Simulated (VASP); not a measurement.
# Sm (Im-3m) in VASP: further runs

One crystal, Sm, is run at these levels: PBE+U; tasks: single point.

Program: VASP 6.6.1. These are calculated values, not measurements. Logs are shortened: lines on timing, memory, paths and dates and some standing lists are left out, and cuts for length are marked.

### 1 The crystal as given

It takes space group Im-3m (No. 229, cubic). Conventional cell: a = 4.515 Å, b = 4.515 Å, c = 4.515 Å, α = 90.00°, β = 90.00°, γ = 90.00°. Sm (site symmetry m-3m) has 8 Sm at 3.91 Å as nearest neighbours.

The cell was built by a generator and needn't be a form met in nature.

### 2 Single point, PBE+U, collinear spin, twin_end start

Contents of INCAR:

```
SYSTEM = Sm
  PREC = Accurate
  ENCUT = 520
  EDIFF = 1E-6
  ISMEAR = 0
  SIGMA = 0.05
  LREAL = .FALSE.
  LASPH = .TRUE.
  NELM = 150
  ALGO = Normal
  ISIF = 2
  LWAVE = .FALSE.
  LCHARG = .TRUE.
  ISPIN = 2
  MAGMOM = 6.67
  LORBIT = 11
  LMAXMIX = 6
  LDAU = .TRUE.
  LDAUTYPE = 2
  LDAUL = 3
  LDAUU = 6
  LDAUJ = 0
  LDAUPRINT = 1
  GGA = PE
  LELF = .TRUE.
  LVHAR = .TRUE.
  NBANDS = 18
```

Contents of KPOINTS:

```
Automatic mesh
0
G
  8 8 8
  0 0 0
```

Contents of POSCAR:

```
Sm
1.0
   -2.2574227242      2.2574227242      2.2574227242
    2.2574227242     -2.2574227242      2.2574227242
    2.2574227242      2.2574227242     -2.2574227242
Sm
1
Direct
    0.0000000000      0.0000000000      0.0000000000
```

Potentials or basis: VASP PAW PBE potentials, release 64 (Sm).

On the command line:

```console
> cat potpaw_PBE.64/Sm/POTCAR > POTCAR
> mpirun -np 1 vasp_std > vasp.out
```

OUTCAR:

```text
SYSTEM = Sm
   PREC = Accurate
   ENCUT = 520
   EDIFF = 1E-6
   ISMEAR = 0
   LREAL = .FALSE.
   LASPH = .TRUE.
   NELM = 150
   ISIF = 2
   ISPIN = 2
   LORBIT = 11
   GGA = PE

 ion  position               nearest neighbor table
   1  0.000  0.000  0.000-

  LATTYP: Found a body centered cubic cell.
 ALAT       =     4.5148454484

  Lattice vectors:

 A1 = (  -2.2574227242,   2.2574227242,   2.2574227242)
 A2 = (   2.2574227242,  -2.2574227242,   2.2574227242)
 A3 = (   2.2574227242,   2.2574227242,  -2.2574227242)

Analysis of symmetry for initial positions (statically):
=====================================================================
 Subroutine PRICEL returns:
 Original cell was already a primitive cell.

 Routine SETGRP: Setting up the symmetry group for a
 body centered cubic supercell.

 Subroutine GETGRP returns: Found 48 space group operations
 (whereof 48 operations were pure point group operations)
 out of a pool of 48 trial point group operations.

The static configuration has the point symmetry O_h .

Analysis of symmetry for dynamics (positions and initial velocities):
=====================================================================
 Subroutine PRICEL returns:
 Original cell was already a primitive cell.

 Routine SETGRP: Setting up the symmetry group for a
 body centered cubic supercell.

 Subroutine GETGRP returns: Found 48 space group operations
 (whereof 48 operations were pure point group operations)
 out of a pool of 48 trial point group operations.

The dynamic configuration has the point symmetry O_h .

Analysis of structural, dynamic, and magnetic symmetry:
=====================================================================
 Subroutine PRICEL returns:
 Original cell was already a primitive cell.
[... 180 lines left out ...]
  o =  0.0001  v =  0.0000  0.0000  0.0000  0.0000  0.0000  0.0000  0.0000  0.0002 -0.0000 -0.0002  0.0000  0.7906 -0.0024  0.6124      0.0000  0.0000  0.0000  0.0000  0.0000  0.0000  0.0000  0.0000  0.0000  0.0000  0.0000  0.0000  0.0000  0.0000
  o =  0.0001  v =  0.0000  0.0000  0.0000  0.0000  0.0000  0.0000  0.0000 -0.0016 -0.0000  0.0020  0.0000 -0.0019 -1.0000 -0.0015      0.0000  0.0000  0.0000  0.0000  0.0000  0.0000  0.0000  0.0000  0.0000  0.0000  0.0000  0.0000  0.0000  0.0000
  o =  0.5840  v =  0.0000  0.0000 -0.0000 -0.0000 -0.1365 -0.9850 -0.1058  0.0000  0.0000  0.0000  0.0000  0.0000  0.0000  0.0000      0.0000  0.0000  0.0000  0.0000  0.0000  0.0000  0.0000  0.0000  0.0000  0.0000  0.0000  0.0000  0.0000  0.0000
  o =  0.5840  v =  0.0000  0.0000  0.0000  0.0000  0.7787 -0.1727  0.6032  0.0000  0.0000  0.0000  0.0000  0.0000  0.0000  0.0000      0.0000  0.0000  0.0000  0.0000  0.0000  0.0000  0.0000  0.0000  0.0000  0.0000  0.0000  0.0000  0.0000  0.0000
  o =  0.5840  v = -0.6124  0.0000  0.7906  0.0000  0.0000 -0.0000 -0.0000  0.0000  0.0000  0.0000  0.0000  0.0000  0.0000  0.0000      0.0000  0.0000  0.0000  0.0000  0.0000  0.0000  0.0000  0.0000  0.0000  0.0000  0.0000  0.0000  0.0000  0.0000
  o =  0.9781  v =  0.0000 -0.0000  0.0000  0.9997 -0.0160 -0.0000  0.0207  0.0000  0.0000  0.0000  0.0000  0.0000  0.0000  0.0000      0.0000  0.0000  0.0000  0.0000  0.0000  0.0000  0.0000  0.0000  0.0000  0.0000  0.0000  0.0000  0.0000  0.0000
  o =  0.9781  v =  0.0000  0.0000 -0.0000  0.0262  0.6122  0.0000 -0.7903  0.0000  0.0000  0.0000  0.0000  0.0000  0.0000  0.0000      0.0000  0.0000  0.0000  0.0000  0.0000  0.0000  0.0000  0.0000  0.0000  0.0000  0.0000  0.0000  0.0000  0.0000
  o =  0.9781  v = -0.7906  0.0000 -0.6124 -0.0000 -0.0000  0.0000  0.0000  0.0000  0.0000  0.0000  0.0000  0.0000  0.0000  0.0000      0.0000  0.0000  0.0000  0.0000  0.0000  0.0000  0.0000  0.0000  0.0000  0.0000  0.0000  0.0000  0.0000  0.0000
  o =  0.9781  v =  0.0000 -1.0000 -0.0000 -0.0000  0.0000 -0.0000 -0.0000  0.0000  0.0000  0.0000  0.0000  0.0000  0.0000  0.0000      0.0000  0.0000  0.0000  0.0000  0.0000  0.0000  0.0000  0.0000  0.0000  0.0000  0.0000  0.0000  0.0000  0.0000

 number of electron      16.0000000 magnetization       6.4540100

 Free energy of the ion-electron system (eV)
  ---------------------------------------------------
  ext. energy  EPLUGINS =         0.00000000
  ---------------------------------------------------
  free energy    TOTEN  =        -6.71672693 eV

  energy without entropy =       -6.70328229  energy(sigma->0) =       -6.71000461

 E-fermi :   1.8600     XC(G=0):  -8.4973

 val. band max:        1.8583576551   @ k =  -0.3750   0.3750   0.1250
 cond. band min:       1.8730560391   @ k =   0.2500   0.2500   0.1250
 fundamental gap:      0.0146983840
 Fermi energy:         1.8599602979

 spin component 1

 k-point     1 :       0.0000    0.0000    0.0000
  band No.  band energies     occupation
      1     -38.1076      1.00000
      2     -17.6164      1.00000
      3     -17.6164      1.00000
      4     -17.6164      1.00000
      5      -2.2564      1.00000
      6      -0.8276      1.00000
[... 1001 lines left out ...]
     17       9.3672      0.00000
     18      10.9670      0.00000

 [... further k-points ...]
[... 5 lines left out ...]
  --------------------------------------------------------------------------------------
  -------------------------------------------------------------------------------------
  Total       -0.3568318     -0.3568318     -0.3568318     -0.0000000      0.0000000     -0.0000000
  in kB      -12.4244001    -12.4244001    -12.4244001     -0.0000000      0.0000000     -0.0000000
  external PRESSURE =     -12.4244001 kB  Pullay stress =       0.0000000 kB

 VOLUME and BASIS-vectors are now :
 -----------------------------------------------------------------------------
  energy-cutoff  :      520.00
  volume of cell :       46.01
      direct lattice vectors                 reciprocal lattice vectors
    -2.257422724  2.257422724  2.257422724     0.000000000  0.221491524  0.221491524
     2.257422724 -2.257422724  2.257422724     0.221491524  0.000000000  0.221491524
     2.257422724  2.257422724 -2.257422724     0.221491524  0.221491524  0.000000000

 POSITION                                       TOTAL-FORCE (eV/Angst)
 -----------------------------------------------------------------------------------
      0.00000      0.00000      0.00000         0.000000      0.000000      0.000000
 -----------------------------------------------------------------------------------
    total drift:                               -0.000000     -0.000000      0.000000

  FREE ENERGIE OF THE ION-ELECTRON SYSTEM (eV)
  ---------------------------------------------------
  free  energy   TOTEN  =        -6.7167269319 eV

  energy  without entropy=       -6.7032822889  energy(sigma->0) =       -6.71000461

 total charge

# of ion       s       p       d       f       tot
--------------------------------------------------
    1        2.071   5.648   0.267   5.658  13.645

 magnetization (x)

# of ion       s       p       d       f       tot
--------------------------------------------------
    1       -0.013  -0.076   0.148   5.657   5.716
```

OSZICAR:

```text
N       E                     dE             d eps       ncg     rms          rms(c)
DAV:   1     0.113169192755E+03    0.11317E+03   -0.58639E+03  2488   0.349E+03
DAV:   2     0.145626454191E+02   -0.98607E+02   -0.90505E+02  2750   0.276E+02
DAV:   3    -0.723129226238E+00   -0.15286E+02   -0.14895E+02  3228   0.998E+01
[... 12 lines left out ...]
DAV:  16    -0.671664548873E+01    0.97711E-04   -0.28517E-03  3220   0.389E-01    0.850E-02
DAV:  17    -0.671670607322E+01   -0.60584E-04   -0.19694E-04  3600   0.115E-01    0.512E-02
DAV:  18    -0.671672411206E+01   -0.18039E-04   -0.45814E-05  3442   0.619E-02    0.496E-02
DAV:  19    -0.671672473046E+01   -0.61840E-06   -0.23767E-05  3390   0.640E-02    0.129E-02
DAV:  20    -0.671672700973E+01   -0.22793E-05   -0.85988E-06  3152   0.169E-02    0.148E-02
DAV:  21    -0.671672693192E+01    0.77808E-07   -0.33929E-07  1458   0.818E-03
   1 F= -.67167269E+01 E0= -.67100046E+01  d E =-.134446E-01  mag=     6.4539
```

stdout:

```text
POSCAR found type information on POSCAR Sm
 POSCAR found :  1 types and       1 ions
 scaLAPACK will be used
 LDA part: xc-table for (Slater+PW92), standard interpolation
 POSCAR, INCAR and KPOINTS ok, starting setup
 FFT: planning ... GRIDC
 FFT: planning ... GRID_SOFT
 FFT: planning ... GRID
 WAVECAR not read
 entering main loop
```

Run time: 75 s. Hardware: 1 thread of Intel Xeon Platinum 8488C (Sapphire Rapids), shared host; peak memory 0.22 GiB.

What came out:

| Quantity | Value |
| --- | --- |
| Free energy | -6.7167 eV |
| Pressure | -1.2 GPa |
| Band gap on the k mesh | none (metal or under the smearing width) |
| Net moment | 6.45 μB per cell |
| Site moments | Sm +5.72 μB |
| Valence electrons inside the program's atomic spheres | Sm 13.64 |

Eigenvalues of the final occupation matrices:
| site | spin | trace | eigenvalues |
| --- | --- | --- | --- |
| site 1 f | 1 | 5.66 | 0.58 0.58 0.58 0.98 0.98 0.98 0.98 |
| site 1 f | 2 | 0.00 | 0.00 0.00 0.00 0.00 0.00 0.00 0.00 |

Caveat: the magnetic or orbital state may not be the lowest; spin-orbit coupling is left out, which moves the levels of the heavy elements. The state reached can hang on the start; a lower one may exist.

### 3 Single point, PBE+U, collinear spin, twin_end start

This run uses another cell than the first one, of 41.08 Å³/atom, 0.893 times its volume.

Contents of INCAR:

```
  ALGO = Normal
  EDIFF = 1E-7
  ENCUT = 520
  GGA = PE
  ISIF = 2
  ISMEAR = 0
  ISPIN = 2
  LASPH = True
  LCHARG = False
  LDAU = True
  LDAUJ = 0
  LDAUL = 3
  LDAUPRINT = 1
  LDAUTYPE = 2
  LDAUU = 6
  LMAXMIX = 6
  LORBIT = 11
  LREAL = False
  LWAVE = False
  MAGMOM = 6.65
  NBANDS = 18
  NELM = 150
  PREC = Accurate
  SIGMA = 0.05
```

Contents of KPOINTS:

```
k-points
0
Gamma
  8 8 8
```

Contents of POSCAR:

```
Sm
1.0
   -2.1737364356      2.1737364356      2.1737364356
    2.1737364356     -2.1737364356      2.1737364356
    2.1737364356      2.1737364356     -2.1737364356
Sm
1
Direct
    0.0000000000      0.0000000000      0.0000000000
```

Potentials or basis: VASP PAW PBE potentials, release 64 (Sm).

On the command line:

```console
> cat potpaw_PBE.64/Sm/POTCAR > POTCAR
> mpirun -np 1 vasp_std > vasp.out
```

Run time: 54 s. Hardware: 1 thread of Intel Xeon Platinum 8488C (Sapphire Rapids), shared host; peak memory 0.2 GiB.

Results (log left out):

| Quantity | Value |
| --- | --- |
| Free energy | -6.7334 eV |
| Pressure | 0.1 GPa |
| Band gap on the k mesh | none (metal or under the smearing width) |
| Net moment | 6.32 μB per cell |
| Site moments | Sm +5.66 μB |
| Valence electrons inside the program's atomic spheres | Sm 13.64 |

Levels at points of the mesh, in eV from the Fermi level:
Spin up:
| k point | band 8 | band 9 | band 10 | band 11 | band 12 | band 13 | band 14 | band 15 |
| --- | --- | --- | --- | --- | --- | --- | --- | --- |
| (0.00, 0.00, 0.00) | -2.68 | -2.68 | -0.15 | -0.15 | -0.15 | 1.85 | 1.85 | 1.85 |
| (0.50, 0.00, 0.00) | -2.69 | -1.70 | -0.07 | -0.03 | 0.04 | 0.39 | 1.16 | 3.58 |
| (0.50, 0.50, 0.50) | -2.77 | -1.21 | -1.21 | 0.11 | 0.11 | 0.11 | 5.33 | 5.33 |
Spin down:
```
           k point  band 2  band 3  band 4  band 5  band 6  band 7  band 8  band 9
(0.00, 0.00, 0.00)  -17.32  -17.32  -17.32   -3.39    2.76    2.76    2.76    4.72
(0.50, 0.00, 0.00)  -17.98  -17.53  -17.33   -0.88    1.24    1.96    4.65    5.45
(0.50, 0.50, 0.50)  -17.78  -17.78  -17.78   -0.37   -0.37    5.54    5.54    5.54
```

Eigenvalues of the final occupation matrices:
```tsv
site	spin	trace	eigenvalues
site 1 f	1	5.61	0.57 0.57 0.57 0.98 0.98 0.98 0.98
site 1 f	2	0.00	0.00 0.00 0.00 0.00 0.00 0.00 0.00
```

Caveat: the magnetic or orbital state may not be the lowest; spin-orbit coupling is left out, which moves the levels of the heavy elements. The state reached can hang on the start; a lower one may exist.
